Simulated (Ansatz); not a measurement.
# Pb

```xyz
1
Lattice="0.0000 2.4948 2.4948 2.4948 0.0000 2.4948 2.4948 2.4948 0.0000" Properties=species:S:1:pos:R:3 pbc="T T T"
Pb    0.0000    0.0000    0.0000
```

Structure from Materials Project entry mp-20483 (possibly hypothetical), not relaxed further.

Spin–orbit coupling is left out, though it moves levels of the heavy atoms by tenths of an eV or more.

Method: DFT, LDA, all-electron LAPW, scalar-relativistic (Ansatz 0.2.0).

Numerical set-up: a Γ-centred 13×13×13 k mesh, Fermi–Dirac smearing of 0.05 eV, basis error target 1 meV/atom, no spin polarisation.

* Pressure at this cell: -2.92 GPa
* Band gap: none: bands cross the Fermi level, a metal
* Density of states at the Fermi level (0.2 eV bin): 0.52 states/eV per cell
* Volume per atom: 31.05 Å³
